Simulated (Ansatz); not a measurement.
**simple cubic against fcc along the 4d metals**

Level of theory: DFT, RPBE, plane waves (420 eV) with PAW, scalar-relativistic in Ansatz. The PAW files were generated under PBE, with cores re-solved for the functional.

Each structure is relaxed within its symmetry, in the lowest magnetic state of the tried starts. Differences under about 8 meV lie within the error of the k-point mesh.

```
element  E(simple cubic) − E(fcc) (meV/atom)  V(simple cubic) (Å³/atom)  V(fcc) (Å³/atom)  state of simple cubic       state of fcc
      Y                                  770                      36.74             33.94      spin not included  spin not included
     Zr                                  845                      25.46             23.82      spin not included  spin not included
     Nb                                  665                      20.52             19.12      spin not included  spin not included
     Mo                                  719                      17.94             16.27      spin not included  spin not included
     Ru                                  995                      16.13             14.05      spin not included  spin not included
     Rh                                  759                      16.70             14.31      spin not included       non-magnetic
     Pd                                  471                      18.49             15.82      spin not included  spin not included
     Ag                                  296                      21.96             18.69      spin not included  spin not included
     Cd                                   95                      28.85             24.43      spin not included  spin not included
```
